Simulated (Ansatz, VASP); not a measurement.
One calculation of AlN, two programs

```
Al N
1.0
    -0.11762    1.92209    1.92209
     1.92209   -0.11762    1.92209
     1.92209    1.92209   -0.11762
Al N
1 1
Direct
  0.50000 0.50000 0.50000
  0.00000 0.00000 0.00000
```

Alike in both runs: task single point; functional PBE; k mesh 10 × 10 × 10; occupations gaussian, width 0.05 eV; no spin polarisation.

```csv
,VASP,Ansatz
version,VASP 6.6.1,Ansatz 0.2.0
potentials or method,"VASP PAW PBE potentials, release 64 (Al, N)","scalar-relativistic, plane waves, PAW"
plane-wave cutoff (eV),520,520
valence electrons in the cell,8,8
```

Ansatz gave:

* gap on the k mesh at the Fermi level (eV): 3.43
* least direct gap on the mesh (eV): 5.49
* pressure (GPa): 25.3
* largest component of the traceless stress (GPa): 18.44

Problem. Estimate VASP's values.

Solution. gap on the k mesh at the Fermi level (eV): 3.43; least direct gap on the mesh (eV): 5.50; pressure (GPa): 25.2; largest component of the traceless stress (GPa): 18.45.

The functional is the same, so the differences come from potentials, cutoffs and numerics.

Caveats: so large a pressure means that the cell lies far from this level's equilibrium, or that cutoff or potentials fall short (VASP). A k mesh can miss the band edges.
